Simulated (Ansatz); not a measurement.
# NbP under changes of volume

One of the cells (16.103 Å³/atom); the others are scaled copies at fixed shape and fractional positions:

```
CELL_PARAMETERS angstrom
-1.67492 1.67492 5.74011
1.67492 -1.67492 5.74011
1.67492 1.67492 -5.74011
ATOMIC_POSITIONS crystal
Nb 0.24988 0.74988 0.50000
Nb 0.49988 0.49988 0.00000
P 0.83275 0.33275 0.50000
P 0.08275 0.08275 0.00000
```

The cell is a database's computed one.

```yaml
Program: Ansatz 0.2.0
Functional: r2SCAN
Potentials_or_basis: Ansatz PAW
Cutoff: "500 eV (not typed: the program's choice for these potentials)"
k_mesh: 11 × 11 × 11
Occupations: fermi-dirac, width 0.05 eV
Spin: no spin polarisation
```

```csv
volume (Å³/atom),energy over the lowest point (meV/atom),pressure (GPa),largest force (eV/Å)
15.137,28.25,11.7,0.021
15.459,?,?,?
15.781,0.62,2.4,0.004
16.103,0.00,-1.6,0.003
16.425,7.00,-5.2,0.009
16.747,20.87,-8.5,0.015
17.069,40.91,-11.4,0.020
```

Q: What does the run at 15.459 Å³/atom give?

A: Energy over the lowest point 9.73 meV/atom; pressure 6.8 GPa; largest force 0.012 eV/Å.

Worked out: A Birch-Murnaghan fit of order 3 (a polynomial in V^(-2/3)) to the other rows has its minimum at 15.97 Å³/atom with B0 = V·E''(V) = 197 GPa and B' = 4.2 at fixed shape and positions, which overstates the stiffness. It gives 9.72 meV/atom at 15.459 Å³/atom, against the run's 9.73, and -dE/dV = 6.8 GPa, against 6.8.

Energies are extrapolated to zero smearing.

Caveats: the PAW data sets come from PBE, with cores solved anew for the run's functional, which leaves a small shift of forces and pressure.
